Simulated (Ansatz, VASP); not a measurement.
# Two plane-wave programs on Pt

File POSCAR:

```
Pt
1.0
    2.7421371004      0.0000000000      0.0000000000
   -1.3710685502      2.3747603895      0.0000000000
    0.0000000000      0.0000000000      4.7599710578
Pt
2
Direct
    0.3333333333      0.6666666667      0.2500000000
    0.6666666667      0.3333333333      0.7500000000
```

Contents of INCAR.step1:

```
SYSTEM = Pt
PREC = Accurate
ENCUT = 520
ISMEAR = -1
SIGMA = 0.05
LREAL = .False.
LASPH = .True.
NELM = 100
NBANDS = 17
GGA = PE
ALGO = Normal
EDIFF = 1E-4
LWAVE = .True.
LCHARG = .False.
```

INCAR.step2

```
SYSTEM = Pt
PREC = Accurate
ENCUT = 520
EDIFF = 1E-6
ISMEAR = -1
SIGMA = 0.05
LREAL = .False.
LASPH = .True.
NELM = 100
ALGO = Normal
ISIF = 2
LWAVE = .False.
LCHARG = .False.
METAGGA = R2SCAN
LMIXTAU = .True.
NBANDS = 17
ISTART = 1
```

Contents of KPOINTS:

```
regular mesh
0
Gamma
  11 11 6
  0 0 0
```

Contents of input.yaml:

```yaml
crystal:
  lattice:
    - [2.7421371004, 0.0, 0.0]
    - [-1.3710685502, 2.3747603895, 0.0]
    - [0.0, 0.0, 4.7599710578]
  atoms:
    - { symbol: Pt, position: [0.3333333333, 0.6666666667, 0.25] }
    - { symbol: Pt, position: [0.6666666667, 0.3333333333, 0.75] }
hamiltonian:
  xc: r2scan
  pseudopotentials: { kind: paw }
kpoints:
  mp_grid: { grid: [11, 11, 6] }
scf:
  occupations: { method: fermi_dirac, width: 0.05 }
output:
  forces: true
  stress: true
  eigenvalues: true
  write_density: true
  write_potential: true
  elf: true
  volumetric_format: npy
```

This isn't the form of Pt at room conditions, which is fcc.

Alike in both runs: task single point; functional r2SCAN; k mesh 11 × 11 × 6; occupations fermi-dirac, width 0.05 eV; no spin polarisation.

|  | VASP | Ansatz |
| --- | --- | --- |
| version | VASP 6.6.1 | Ansatz 0.2.0 |
| potentials or method | VASP PAW PBE potentials, release 64 (Pt) | Ansatz PAW |
| plane-wave cutoff (eV) | 520 | 500 |
| valence electrons in the cell | 20 | 36 |

Ansatz gave:

```
gap on the k mesh at the Fermi level (eV)       : none
pressure (GPa)                                  : -1.3
largest component of the traceless stress (GPa) : 0.13
```

Question: Estimate VASP's values.

Answer: gap on the k mesh at the Fermi level (eV): none; pressure (GPa): -0.7; largest component of the traceless stress (GPa): 0.35.

A gap of «none» marks a metal or a gap that the smearing closes. The two sets of potentials don't hold the same shells in valence.

Caveats: the PAW data sets were made with another functional, which shifts forces and pressure a little (VASP); the PAW data sets come from PBE, with cores solved anew for the run's functional, which leaves a small shift of forces and pressure (Ansatz). Spin-orbit coupling is left out, which matters for the levels of Pt.
